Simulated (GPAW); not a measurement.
Rh: single point with PBE

Crystal: Rh.

```
Rh
1.0
     0.00000    1.89785    1.89785
     1.89785    0.00000    1.89785
     1.89785    1.89785    0.00000
Rh
1
Cartesian
  0.0000 0.0000 0.0000
```

```yaml
Program: GPAW 26.7.0
Task: single point
Functional: PBE
Potentials_or_basis: GPAW PAW data sets (gpaw-data 1.2.1)
Cutoff: 600 eV
Basis: pw
k_mesh: 12 × 12 × 12
Occupations: gaussian, width 0.024 eV
Spin: no spin polarisation
```

The pressure is 9.2 GPa. The band gap on the k mesh is none (metal or under the smearing width).

Levels at points of the mesh, in eV from the Fermi level:
```csv
k point,band 3,band 4,band 5,band 6,band 7,band 8,band 9,band 10,band 11,band 12
"(0.00, 0.00, 0.00)",-46.46,-8.04,-3.16,-3.16,-3.16,-1.07,-1.07,16.28,22.02,22.02
"(0.50, 0.50, 0.00)",-46.73,-6.40,-6.02,0.47,0.93,0.93,3.23,12.27,13.63,13.63
"(0.50, 0.50, 0.50)",-46.56,-6.19,-3.24,-3.24,0.51,0.51,0.68,8.65,15.72,22.30
```

It took 9.7 s on 1 thread of Intel(R) Xeon(R) Platinum 8488C (Sapphire Rapids), on a shared host, peak memory 0.14 GiB.
